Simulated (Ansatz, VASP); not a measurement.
**One calculation of Sr, two programs**

```
Sr
1.0
    10.87402    0.00000    0.00000
    -5.43701    9.41718    0.00000
     0.00000    0.00000    4.50803
Sr
1
Direct
  0.00000 0.00000 0.00000
```

Alike in both runs: task single point; functional PBE; k mesh 6 × 6 × 8; occupations gaussian, width 0.05 eV; no spin polarisation.

|  | VASP | Ansatz |
| --- | --- | --- |
| version | VASP 6.6.1 | Ansatz 0.2.0 |
| potentials or method | VASP PAW PBE potentials, release 64 (Sr_sv) | scalar-relativistic, plane waves, PAW |
| plane-wave cutoff (eV) | 520 | 420 |
| valence electrons in the cell | 10 | 10 |

VASP gave:

| Item | Value |
| --- | --- |
| gap on the k mesh at the Fermi level (eV) | 0.34 |
| least direct gap on the mesh (eV) | 0.36 |
| pressure (GPa) | 0.0 |

Task: What did Ansatz give for the same quantities?

Result: gap on the k mesh at the Fermi level (eV): 0.34; least direct gap on the mesh (eV): 0.35; pressure (GPa): 0.0.
